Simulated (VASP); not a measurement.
A run of VASP 6.6.1:

The input POSCAR:

```
GaAs
1.0
    0.0000000000      2.8268500000      2.8268500000
    2.8268500000      0.0000000000      2.8268500000
    2.8268500000      2.8268500000      0.0000000000
As Ga
1 1
Direct
    0.7500000000      0.7500000000      0.7500000000
    0.0000000000      0.0000000000      0.0000000000
```

File INCAR.step1:

```
SYSTEM = GaAs
PREC = Accurate ; ENCUT = 520
ISMEAR = 0 ; SIGMA = 0.01
LREAL = .False. ; LASPH = .True.
NELM = 150 ; LNONCOLLINEAR = .True.
MAGMOM = 0 0 0 0 0 0 ; LSORBIT = .True.
GGA_COMPAT = .False. ; NBANDS = 30
GGA = PE ; ALGO = Normal
EDIFF = 1E-4 ; LWAVE = .True.
LCHARG = .False.
```

File INCAR.step2:

```
SYSTEM = GaAs
PREC = Accurate ; ENCUT = 520
EDIFF = 1E-7 ; ISMEAR = 0
SIGMA = 0.01 ; LREAL = .False.
LASPH = .True. ; NELM = 150
ALGO = Normal ; ISIF = 2
LWAVE = .False. ; LCHARG = .False.
LNONCOLLINEAR = .True. ; MAGMOM = 0 0 0 0 0 0
LORBIT = 11 ; LSORBIT = .True.
GGA_COMPAT = .False. ; LORBMOM = .True.
METAGGA = R2SCAN ; LMIXTAU = .True.
NBANDS = 30 ; ISTART = 1
```

File KPOINTS:

```
regular mesh
0
Gamma
  8 8 8
  0 0 0
```

Potentials or basis: VASP PAW PBE potentials, release 64 (As, Ga_d).

The run is started by

```console
$ cat potpaw_PBE.64/As/POTCAR potpaw_PBE.64/Ga_d/POTCAR > POTCAR
$ cp INCAR.step1 INCAR
$ mpirun -np 1 vasp_ncl > vasp.out
$ cp INCAR.step2 INCAR
$ mpirun -np 1 vasp_ncl > vasp.out
```

Hardware: 1 thread of Intel(R) Xeon(R) Platinum 8259CL CPU @ 2.50GHz (Skylake/Cascade Lake) (shared host).

**Question.** How long does it take, and how much memory?

**Answer.** Wall time 13 min on 1 thread of Intel(R) Xeon(R) Platinum 8259CL CPU @ 2.50GHz (Skylake/Cascade Lake), on a shared host, peak memory 0.37 GiB. Counts: scf iterations 11, k points 43.
